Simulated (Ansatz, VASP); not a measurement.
## One calculation of Zr, two programs

```
Zr
1.0
     0.00000    2.91189    2.91189
     2.91189    0.00000    2.91189
     2.91189    2.91189    0.00000
Zr
2
Cartesian
  -0.7280 -0.7280 -0.7280
  0.7280 0.7280 0.7280
```

Alike in both runs: functional PBE; k mesh 11 × 11 × 11; occupations fermi-dirac, width 0.05 eV; no spin polarisation.

Ansatz relaxed the structure, and its values are those at the end. VASP's run is a single point on that final structure, the one shown.

|  | VASP | Ansatz |
| --- | --- | --- |
| version | VASP 6.6.1 | Ansatz 0.2.0 |
| potentials or method | VASP PAW PBE potentials, release 64 (Zr_sv), cutoff 520 eV | all-electron LAPW, scalar-relativistic |

|  | VASP | Ansatz | Ansatz less VASP |
| --- | --- | --- | --- |
| pressure (GPa) | 11.3 | 11.0 | -0.28 |

Ansatz ran all-electron here, so the differences hold the error of VASP's frozen core and of both bases.
